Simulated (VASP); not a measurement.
# CsSnI3 (Pm-3m) in VASP: equation of state, part 2 of 2

VASP 6.6.1. Earlier steps stand in the parts before.

**7. Equation of state, PBEsol, 50.67 Å³/atom (volume scaled by 1.06)**

INCAR reads:

```
PREC = Accurate ; ENCUT = 520
EDIFF = 1E-7 ; ISMEAR = -1
SIGMA = 0.05 ; LREAL = False
LASPH = True ; NELM = 80
ALGO = Normal ; ISIF = 2
LWAVE = False ; LCHARG = False
GGA = PS ; NBANDS = 30
KPAR = 2
```

KPOINTS reads:

```
Automatic mesh
0
Gamma
  5 5 5
```

POSCAR reads:

```
CsSnI3
1.0
    6.3274112921      0.0000000000      0.0000000000
    0.0000000000      6.3274112921      0.0000000000
    0.0000000000      0.0000000000      6.3274112921
Cs I Sn
1 3 1
Direct
    0.0000000000      0.0000000000      0.0000000000
    0.5000000000      0.5000000000      0.0000000000
    0.5000000000      0.0000000000      0.5000000000
    0.0000000000      0.5000000000      0.5000000000
    0.5000000000      0.5000000000      0.5000000000
```

Potentials or basis: VASP PAW PBE potentials, release 64 (Cs_sv, I, Sn_d).

Command:

```
cat potpaw_PBE.64/Cs_sv/POTCAR potpaw_PBE.64/I/POTCAR potpaw_PBE.64/Sn_d/POTCAR > POTCAR
mpirun -np 2 vasp_std > vasp.out
```

OUTCAR:

```text
PREC = Accurate
   ENCUT = 520
   EDIFF = 1E-7
   ISMEAR = -1
   LREAL = False
   LASPH = True
   NELM = 80
   ISIF = 2
   GGA = PS

 Found     10 irreducible k-points:

 Following reciprocal coordinates:
            Coordinates               Weight
  0.000000  0.000000  0.000000      1.000000
  0.200000  0.000000  0.000000      6.000000
  0.400000  0.000000  0.000000      6.000000
  0.200000  0.200000  0.000000     12.000000
  0.400000  0.200000  0.000000     24.000000
  0.400000  0.400000  0.000000     12.000000
   k-points           NKPTS =     10   k-points in BZ     NKDIM =     10   number of bands    NBANDS=     30
   number of dos      NEDOS =    301   number of ions     NIONS =      5
   total plane-waves  NPLWV = 110592
   dimension x,y,z NGX =    48 NGY =   48 NGZ =   48
   dimension x,y,z NGXF=    96 NGYF=   96 NGZF=   96
   ions per type =               1   3   1
   NGX,Y,Z   is equivalent  to a cutoff of  12.61, 12.61, 12.61 a.u.
   NGXF,Y,Z  is equivalent  to a cutoff of  25.22, 25.22, 25.22 a.u.
 SYSTEM =  unknown system
   PREC   = accura    normal or accurate (medium, high low for compatibility)
   ISTART =      0    job   : 0-new  1-cont  2-samecut
   ICHARG =      2    charge: 1-file 2-atom 10-const
   ISPIN  =      1    spin polarized calculation?
   LNONCOLLINEAR =      F non collinear calculations
   LSORBIT =      F    spin-orbit coupling
   LASPH  =      T    aspherical Exc in radial PAW
   ENCUT  =  520.0 eV  38.22 Ry    6.18 a.u.  11.76 11.76 11.76*2*pi/ulx,y,z
   NELM   =     80;   NELMIN=  2; NELMDL= -5     # of ELM steps
   EDIFF  = 0.1E-06   stopping-criterion for ELM
   LREAL  =      F    real-space projection
   EDIFFG = 0.1E-05   stopping-criterion for IOM
   NSW    =      0    number of steps for IOM
   IBRION =     -1    ionic relax: 0-MD 1-quasi-New 2-CG
   NFREE  =      0    steps in history (QN), initial steepest desc. (CG)
   ISIF   =      2    stress and relaxation
   ISYM   =      2    0-nonsym 1-usesym 2-fastsym
   POTIM  = 0.5000    time-step for ionic-motion
   TEBEG  =    0.0;   TEEND  =   0.0 temperature during run
   PSTRESS=    0.0 pullay stress
   NELECT =      44.0000    total number of electrons
   NUPDOWN=      -1.0000    fix difference up-down
   EMIN   =  10.00;   EMAX   =-10.00  energy-range for DOS
   EFERMI =   0.00;   METHOD = LEGACY
   ISMEAR =    -1;   SIGMA  =   0.05  broadening in eV -4-tet -1-fermi 0-gaus
   EFERMI_NEDOS =   21; number of points for ismear=-14 and -15
   IALGO  =     38    algorithm
   IMIX   =      4    mixing-type and parameters
     AMIX     =   0.40;   BMIX     =  1.00
     AMIX_MAG =   1.60;   BMIX_MAG =  1.00
  volume/ion in A,a.u.               =      50.67       341.90
  Fermi-wavevector in a.u.,A,eV,Ry     =   0.913411  1.726097 11.351613  0.834320
  Thomas-Fermi vector in A             =   2.037920
   LORBIT       =      0    0 simple, 1 ext, 2 COOP (PROOUT), +10 PAW based schemes
   GGA     = PS    functional components
   LHFCALC =     F    Hartree Fock is set to
   AEXX    =    0.0000 exact exchange contribution
   IVDW    =     0    specifies the selected vdW correction
   LEPSILON=     F    determine dielectric tensor
   LRPA    =     F    only Hartree local field effects (RPA)
 non-spin polarized calculation
  energy-cutoff  :      520.00
  volume of cell :      253.33
 maximum number of plane-waves:      6859
 NGX is ok and might be reduce to    48

 number of electron      43.9999994 magnetization

 Free energy of the ion-electron system (eV)
  ---------------------------------------------------
  ext. energy  EPLUGINS =         0.00000000
  ---------------------------------------------------
  free energy    TOTEN  =       -15.01016907 eV

  energy without entropy =      -15.01016906  energy(sigma->0) =      -15.01016907

 E-fermi :   2.1541     XC(G=0):  -7.4442

 val. band max:        1.2836051396   @ k =   0.4000   0.4000   0.4000
 cond. band min:       3.0606095395   @ k =   0.4000   0.4000   0.4000
 fundamental gap:      1.7770043999
 Fermi energy:         2.1541163961

 k-point     1 :       0.0000    0.0000    0.0000
  band No.  band energies     occupation
      1     -19.9657      2.00000
      2     -19.7258      2.00000
      3     -19.7258      2.00000
      4     -19.7110      2.00000
      5     -19.7110      2.00000
      6     -19.7110      2.00000
[... 22 lines left out ...]
     29       6.6458      0.00000
     30       6.6458      0.00000
[... 134 lines left out ...]
  band No.  band energies     occupation
      1     -19.9652      2.00000
      2     -19.7253      2.00000
      3     -19.7242      2.00000
      4     -19.7112      2.00000
      5     -19.7111      2.00000
      6     -19.7111      2.00000
[... 22 lines left out ...]
     29       7.0267      0.00000
     30       7.1632      0.00000

 [... further k-points ...]

------------------------ aborting loop because EDIFF is reached ----------------------------------------

  FORCE on cell =-STRESS in cart. coord.  units (eV):
  Direction    XX          YY          ZZ          XY          YZ          ZX
  --------------------------------------------------------------------------------------
  -------------------------------------------------------------------------------------
  Total       -2.2758470     -2.2758470     -2.2758470      0.0000000      0.0000000     -0.0000000
  in kB      -14.3937995    -14.3937995    -14.3937995      0.0000000      0.0000000     -0.0000000
  external PRESSURE =     -14.3937995 kB  Pullay stress =       0.0000000 kB

 VOLUME and BASIS-vectors are now :
 -----------------------------------------------------------------------------
  energy-cutoff  :      520.00
  volume of cell :      253.33
      direct lattice vectors                 reciprocal lattice vectors
     6.327411292  0.000000000  0.000000000     0.158042516  0.000000000  0.000000000
     0.000000000  6.327411292  0.000000000     0.000000000  0.158042516  0.000000000
     0.000000000  0.000000000  6.327411292     0.000000000  0.000000000  0.158042516

 POSITION                                       TOTAL-FORCE (eV/Angst)
 -----------------------------------------------------------------------------------
      0.00000      0.00000      0.00000         0.000000      0.000000      0.000000
      3.16371      3.16371      0.00000         0.000000      0.000000      0.000000
      3.16371      0.00000      3.16371         0.000000      0.000000      0.000000
      0.00000      3.16371      3.16371         0.000000      0.000000      0.000000
      3.16371      3.16371      3.16371         0.000000      0.000000      0.000000
 -----------------------------------------------------------------------------------
    total drift:                                0.000000     -0.000000     -0.000000

  FREE ENERGIE OF THE ION-ELECTRON SYSTEM (eV)
  ---------------------------------------------------
  free  energy   TOTEN  =       -15.0101690717 eV

  energy  without entropy=      -15.0101690650  energy(sigma->0) =      -15.01016907
```

stdout:

```text
POSCAR found type information on POSCAR CsI Sn
 POSCAR found :  3 types and       5 ions
 scaLAPACK will be used
 -----------------------------------------------------------------------------
|                                                                             |
|                                                                             |
|     You enforced a specific xc type in the INCAR file but a different       |
|     I HOPE YOU KNOW WHAT YOU ARE DOING!                                     |
|                                                                             |
 -----------------------------------------------------------------------------

 LDA part: xc-table for (Slater+PW92), standard interpolation
 POSCAR, INCAR and KPOINTS ok, starting setup
 FFT: planning ... GRIDC
 FFT: planning ... GRID_SOFT
 FFT: planning ... GRID
 WAVECAR not read
 entering main loop
```

Run time: 31 s. Hardware: 2 MPI ranks of Intel Xeon Platinum 8488C (Sapphire Rapids), shared host; peak memory 0.34 GiB.

What came out:

```yaml
Free_energy: -15.0102 eV
Pressure: -1.4 GPa
Band_gap_on_the_k_mesh: 1.78 eV, direct
```

Caveat: the PAW data sets were made with another functional, which shifts forces and pressure a little; spin-orbit coupling is left out, which moves the levels of the heavy elements; an odd mesh through Γ misses points on the zone boundary, where band edges often lie.

**8. Equation of state, PBEsol**

Potentials or basis: VASP PAW PBE potentials, release 64 (Cs_sv, I, Sn_d).

This step only gathers the single runs of the series.

Results:

- Equilibrium volume: 45.87 Å³/atom
- Bulk modulus: 18.1 GPa
- Pressure derivative of the bulk modulus: 4.7

Energy against volume, from the lowest point:
```
volume (Å³/atom)  energy (meV/atom)
          44.929               1.15
          45.885               0.00
          46.841               1.11
          47.797               4.23
          48.753               9.12
          49.709              15.58
          50.665              23.45
```

Caveat: the PAW data sets were made with another functional, which shifts forces and pressure a little.
